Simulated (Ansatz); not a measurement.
The elements of this relaxed trial crystal are hidden behind letters.

```
lattice vectors (Å)
   0.0000    3.0990    3.0990
   3.0990    0.0000    3.0990
   3.0990    3.0990    0.0000
fractional positions
X 0.0000 0.0000 0.0000
Z 0.7500 0.7500 0.7500
Z 0.2500 0.2500 0.2500
Z 0.5000 0.5000 0.5000
```

The calculation used DFT PBE, scalar-relativistic, plane waves, PAW in Ansatz 0.2.0. Plane waves to 420 eV, a 14×14×14 mesh through Γ for the 4-atom cell and 0.10 eV Gaussian smearing; no spin polarisation.

```
Space group                                 : Fm-3m (No. 225)
Conventional cell                           : a = 6.198 Å
Volume per atom                             : 14.88 Å³
Density                                     : 8.81 g/cm³
Formation energy                            : −0.05 eV/atom
Gap on the 14×14×14 mesh of the 4-atom cell : 0 eV (a metal)
```

Energies are uncorrected and count from the elements' standard states at the same level.

Question: X is a p-block element of period 3 and Z is a d-block element of period 5. Which elements are they?

Answer: X = Si, Z = Mo, so the formula is SiMo3, here in the BiF3 (D0_3) type. Density times volume gives a mean mass of 8.81 × 14.88/1.6605 = 78.9 u per atom, and this set has 79.0 u. Among the elements that the hints allow, noble gases aside, only these give it. Around Si lie 8 Mo at 2.68 Å and 6 Mo at 3.10 Å; Mo on a site of symmetry -43m is surrounded by 4 Mo at 2.68 Å, 4 Si at 2.68 Å and 6 Mo at 3.10 Å; Mo on a site of symmetry m-3m has 8 Mo at 2.68 Å and 6 Si at 3.10 Å.

A structure relaxed within its symmetry needn't be a true minimum. Another cell of SiMo3 relaxed alike, in Pm-3n (a cell as deposited in COD), lies 262 meV/atom lower, so this cell isn't the stable form at this level.
